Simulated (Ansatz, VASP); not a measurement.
One calculation of TaN, two programs

Contents of INCAR:

```
SYSTEM = TaN
PREC = Accurate
ENCUT = 900
EDIFF = 1E-6
ISMEAR = -1
SIGMA = 0.05
LREAL = .False.
LASPH = .True.
NELM = 100
ALGO = Normal
ISIF = 3
LWAVE = .False.
LCHARG = .False.
GGA = PE
IBRION = 2
NSW = 60
EDIFFG = -0.01
```

KPOINTS

```
regular mesh
0
Gamma
  10 10 9
  0 0 0
```

Contents of POSCAR:

```
TaN
1.0
    2.9380011100      0.0000000000      0.0000000000
   -1.4690005500      2.5443836000      0.0000000000
    0.0000000000      0.0000000000      2.8830022100
Ta N
1 1
Direct
    0.3333333333      0.6666666667      0.5000000000
    0.0000000000      0.0000000000      0.0000000000
```

Contents of input.yaml:

```yaml
crystal:
  lattice:
    - [2.93800111, 0.0, 0.0]
    - [-1.46900055, 2.5443836, 0.0]
    - [0.0, 0.0, 2.88300221]
  atoms:
    - { symbol: Ta, position: [0.3333333333, 0.6666666667, 0.5] }
    - { symbol: "N", position: [0.0, 0.0, 0.0] }
hamiltonian:
  xc: pbe
  pseudopotentials: { kind: paw }
kpoints:
  mp_grid: { grid: [10, 10, 9] }
scf:
  occupations: { method: fermi_dirac, width: 0.05 }
output:
  forces: true
  stress: true
  eigenvalues: true
relax:
  f_tol: 0.01
  max_steps: 40
  cell: { stress_tol: 0.05 }
```

Alike in both runs: task relaxation of cell and atoms; functional PBE; k mesh 10 × 10 × 9; occupations fermi-dirac, width 0.05 eV; no spin polarisation.

|  | VASP | Ansatz |
| --- | --- | --- |
| version | VASP 6.6.1 | Ansatz 0.2.0 |
| potentials or method | VASP PAW PBE potentials, release 64 (Ta_pv, N) | Ansatz PAW |
| plane-wave cutoff (eV) | 900 | 420 |
| valence electrons in the cell | 16 | 18 |

```tsv
	VASP	Ansatz	Ansatz less VASP
gap on the k mesh at the Fermi level, each at its own relaxed structure (eV)	none	none	-
relaxed volume (Å³/atom)	10.95	10.92	-0.027
relaxed cell length with the largest relative difference (Å)	2.901	2.897	-0.0031
energy change over the relaxation (meV/atom)	-3	-2	+0.8
```

A gap of «none» marks a metal or a gap that the smearing closes. The two sets of potentials don't hold the same shells in valence.

Caveats: the plane-wave basis is chosen anew once the cell has moved, so the energies of steps on either side of that aren't comparable (Ansatz); the pressure holds a Pulay correction of +0.5 GPa for the finite cutoff (Ansatz). Spin-orbit coupling is left out, which matters for the levels of Ta. PBE usually gives volumes a little too large and moduli too small. Zero-point motion and thermal expansion aren't in these numbers.
